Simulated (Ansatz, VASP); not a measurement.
**Two plane-wave programs on KCl**

```
CELL_PARAMETERS angstrom
3.91006 0.00000 0.00000
0.00000 3.91006 0.00000
0.00000 0.00000 3.91006
ATOMIC_POSITIONS crystal
K 0.00000 0.00000 0.00000
Cl 0.50000 0.50000 0.50000
```

Alike in both runs: task single point; functional PBE; k mesh 6 × 6 × 6; no spin polarisation.

|  | VASP | Ansatz |
| --- | --- | --- |
| version | VASP 6.6.1 | Ansatz 0.2.0 |
| potentials or method | VASP PAW PBE potentials, release 64 (K_sv, Cl) | plane waves, PAW |
| plane-wave cutoff (eV) | 520 | 420 |
| occupations | gaussian, width 0.01 eV | fixed |
| valence electrons in the cell | 16 | 16 |

|  | VASP | Ansatz | Ansatz less VASP |
| --- | --- | --- | --- |
| gap on the k mesh at the Fermi level (eV) | 4.58 | 4.58 | +0.001 |
| pressure (GPa) | -0.9 | -0.9 | 0.00 |

A k mesh can miss the band edges.
